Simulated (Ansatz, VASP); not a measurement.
**SiC (Moissanite 3C) in VASP and in Ansatz**

Contents of INCAR:

```
SYSTEM = SiC
  PREC = Accurate
  ENCUT = 520
  EDIFF = 1E-6
  ISMEAR = -1
  SIGMA = 0.05
  LREAL = .False.
  LASPH = .True.
  NELM = 60
  ALGO = Normal
  ISIF = 2
  LWAVE = .False.
  LCHARG = .True.
  GGA = PE
  LELF = .True.
  LVHAR = .True.
  NBANDS = 11
```

The input KPOINTS:

```
Automatic mesh
0
Gamma
  10 10 10
  0 0 0
```

The input POSCAR:

```
SiC
1.0
    0.0000000000      2.1643753983      2.1643753983
    2.1643753983      0.0000000000      2.1643753983
    2.1643753983      2.1643753983      0.0000000000
Si C
1 1
Direct
    0.0000000000      0.0000000000      0.0000000000
    0.7500000000      0.7500000000      0.7500000000
```

The input input.yaml:

```yaml
crystal:
  lattice:
    - [0.0, 2.1643753983, 2.1643753983]
    - [2.1643753983, 0.0, 2.1643753983]
    - [2.1643753983, 2.1643753983, 0.0]
  atoms:
    - { symbol: Si, position: [0.0, 0.0, 0.0] }
    - { symbol: C, position: [0.75, 0.75, 0.75] }
hamiltonian:
  xc: pbe
  pseudopotentials: { kind: paw, azcp: { folder: soft_1 } }
kpoints:
  mp_grid: { grid: [10, 10, 10] }
scf:
  occupations: { method: fermi_dirac, width: 0.05 }
output:
  forces: true
  stress: true
  eigenvalues: true
```

Alike in both runs: task single point; functional PBE; k mesh 10 × 10 × 10; occupations fermi-dirac, width 0.05 eV; no spin polarisation.

```csv
,VASP,Ansatz
version,VASP 6.6.1,Ansatz 0.2.0
potentials or method,"VASP PAW PBE potentials, release 64 (Si, C)",Ansatz PAW soft_1
plane-wave cutoff (eV),520,420
valence electrons in the cell,8,8
```

VASP gave:

| Quantity | Value |
| --- | --- |
| gap on the k mesh at the Fermi level (eV) | 1.34 |
| least direct gap on the mesh (eV) | 4.56 |
| pressure (GPa) | 7.9 |

Question: What did Ansatz give for the same quantities?

Answer: gap on the k mesh at the Fermi level (eV): 1.34; least direct gap on the mesh (eV): 4.57; pressure (GPa): 8.0.

With one functional, cell and mesh, what is left measures potentials, basis and numerics.

A k mesh can miss the band edges. A hybrid or GW would open this gap; PBE tends to underestimate it.
